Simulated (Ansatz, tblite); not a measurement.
## A script for CaS (GFN1-xTB)

These are simulated results from tblite 0.8.0, not measurements. The cell was built from a prototype and was relaxed with r2SCAN in plane waves (Ansatz 0.2.0). Not every such cell is a known phase. All runs are without spin polarisation.

The symmetry is Fm-3m (No. 225, cubic); conventional cell a = 5.696 Å, 23.10 Å³ an atom. Ca is surrounded by 6 S at 2.85 Å; S is surrounded by 6 Ca at 2.85 Å.

tblite solves periodic systems at the zone centre alone, so the script builds a cluster of 2×2×2 conventional cells (64 atoms), which folds in a coarse mesh of k points.

The script, run.py:

```python
import json
from ase import Atoms
from ase.build import make_supercell
from ase.units import Bohr, GPa, Hartree
from tblite.interface import Calculator

atoms = Atoms(['Ca', 'S'],
              cell=[[-0.0, 2.847945, 2.847945], [2.847945, 0.0, 2.847945], [2.847945, 2.847945, 0.0]],
              scaled_positions=[[-0.0, 0.0, 0.0], [0.5, 0.5, 0.5]],
              pbc=True)
cluster = make_supercell(atoms, [[-2, 2, 2], [2, -2, 2], [2, 2, -2]])
calc = Calculator('GFN1-xTB', cluster.numbers, cluster.positions / Bohr, lattice=cluster.cell[:] / Bohr, periodic=cluster.pbc)
calc.set('temperature', 0.02 / Hartree)
calc.set('max-iter', 150)
res = calc.singlepoint()
levels = res.get('orbital-energies') * Hartree
nv = round(res.get('orbital-occupations').sum() / 2)
cells = len(cluster) // len(atoms)
out = {'energy_per_cell': res.get('energy') * Hartree / cells, 'homo': levels[nv - 1], 'lumo': levels[nv],
       'stress': (-res.get('virial') * Hartree / cluster.get_volume() / GPa).tolist(), 'charges': res.get('charges')[:len(atoms)].tolist(), 'electrons': 2 * nv / cells}
json.dump(out, open('results.json', 'w'))
for key, value in out.items():
    print(key, value)
```

Command: `python run.py`. It took 6 s on 1 thread of Arm Neoverse V1, with other jobs on the host, peak memory 0.14 GiB.

What it printed:

```
------------------------------------------------------------
  cycle        total energy    energy error   density error
------------------------------------------------------------
      1     -111.7750931583  -1.1142401E+02   9.2386138E-01
      2      309.9980848788   4.2177318E+02   2.5579566E+00
      3     -140.7955882848  -4.5079367E+02   3.8317157E-01
      4     -129.4458446451   1.1349744E+01   4.4547959E-01
      5     -141.4791245583  -1.2033280E+01   4.9417304E-02
      6     -141.3142596596   1.6486490E-01   5.7157107E-02
      7     -141.3504544003  -3.6194741E-02   5.0285396E-02
      8     -141.4660655583  -1.1561116E-01   1.8913020E-02
      9     -141.4807537520  -1.4688194E-02   5.0617858E-03
     10     -141.4815480117  -7.9425963E-04   2.3622769E-03
     11     -141.4817271374  -1.7912574E-04   9.3621628E-04
     12     -141.4817627201  -3.5582645E-05   9.3156953E-05
     13     -141.4817629023  -1.8228289E-07   5.2922591E-05
     14     -141.4817629908  -8.8470415E-08   1.5665314E-06
------------------------------------------------------------

 total:                                   5.375 sec
energy_per_cell -120.30983962971867
homo -14.777029455217196
lumo -14.777029455217166
stress [[-9.726369471024128, 8.815541991400647e-13, 3.5171197818228415e-12], [8.815712298301576e-13, -9.726369471023364, -3.3635266133771604e-12], [3.517102874549591e-12, -3.3635926900004084e-12, -9.726369471024405]]
charges [0.076803522720571, -0.07668220774351239]
electrons 8.0
```

The cycle table is in hartree for the whole cluster, and the lines after it are in eV (the energy for one cell). The printed stress is in GPa and positive in compression, and the pressure is its mean diagonal.

GFN1-xTB gives no gap at the points read. On the same cell, plane-wave PBE (Ansatz, 8×8×8 k points and the special points) gives a gap of 2.36 eV and r2SCAN a gap of 2.80 eV; on shared hosts these took about 1.6 and 3.5 core-seconds on the 2-atom cell, against 6 for the script. Semilocal gaps usually lie below measured ones. This method closes a gap that PBE finds, a failure in kind.

The same script was run on cells scaled at fixed shape and fractional coordinates:

| volume (Å³/atom) | energy (meV/atom) | pressure (GPa, positive in compression) | gap (eV) |
| --- | --- | --- | --- |
| 20.33 | -134.8 | -5.15 | 0.00 |
| 21.71 | -77.1 | -7.96 | 0.00 |
| 23.10 | 0.0 | -9.73 | 0.00 |
| 24.49 | 89.4 | -10.84 | 0.00 |
| 25.87 | 186.2 | -11.51 | 0.00 |

The minimum lies beyond the smallest of these volumes.

xTB was fitted mostly to molecules, and a small cluster samples few k points, so gaps, pressures and kinks along a curve can be far from a solid's.
